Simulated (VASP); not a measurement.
Crystal: SnSe.

```xyz
8
Lattice="11.5352 0.0000 0.0000 0.0000 4.1981 0.0000 0.0000 0.0000 4.4023" Properties=species:S:1:pos:R:3 pbc="T T T"
Sn    1.3499    1.0495    0.4065
Sn    4.4177    3.1486    2.6076
Sn    7.1176    1.0495    1.7946
Sn   10.1853    3.1486    3.9958
Se    4.1261    1.0495    0.1009
Se    1.6415    3.1486    2.3020
Se    9.8937    1.0495    2.1002
Se    7.4092    3.1486    4.3014
```

The cell isn't the ideal one: a relaxed cell with its volume scaled by 1.06.

| Quantity | Value |
| --- | --- |
| Program | VASP 6.6.1 |
| Task | relaxation of shape and atoms at fixed volume |
| Functional | LDA |
| Potentials or basis | VASP PAW LDA potentials, release 64 (Sn_d, Se) |
| Cutoff | 600 eV |
| k mesh | 4 × 8 × 8 |
| Occupations | gaussian, width 0.03 eV |
| Spin | no spin polarisation |

At the start: pressure -3.1 GPa; volume 26.65 Å³/atom.

Task: How do energy, volume and symmetry change on relaxing?

Result: Over 19 steps the energy falls by 5.8 meV/atom; space group Pnma (No. 62, to 0.05 Å).

Step by step:
```csv
step,energy change (eV),largest force (eV/Å),pressure (GPa)
1,0.0000,0.2931,-3.13
2,-0.0206,0.2087,-2.82
3,-0.0394,0.0383,-2.10
4,-0.0422,0.0189,-2.01
5,-0.0422,0.0180,-2.01
6,-0.0430,0.0127,-1.99
7,-0.0435,0.0239,-1.95
8,-0.0437,0.0224,-1.96
9,-0.0443,0.0182,-1.97
10,-0.0450,0.0191,-1.98
11,-0.0445,0.0482,-1.99
12,-0.0452,0.0278,-1.99
13,-0.0454,0.0160,-1.96
14,-0.0455,0.0094,-1.94
15,-0.0457,0.0111,-1.92
16,-0.0461,0.0183,-1.88
17,-0.0461,0.0220,-1.87
18,-0.0463,0.0158,-1.88
19,-0.0464,0.0061,-1.92
```

Final structure:
```xyz
8
Lattice="11.5214 0.0000 0.0000 0.0000 4.1462 0.0000 0.0000 0.0000 4.4627" Properties=species:S:1:pos:R:3 pbc="T T T"
Sn    1.3663    1.0366    0.4986
Sn    4.3944    3.1097    2.7300
Sn    7.1270    1.0366    1.7327
Sn   10.1551    3.1097    3.9641
Se    4.0967    1.0366    0.1063
Se    1.6640    3.1097    2.3376
Se    9.8574    1.0366    2.1251
Se    7.4247    3.1097    4.3565
```
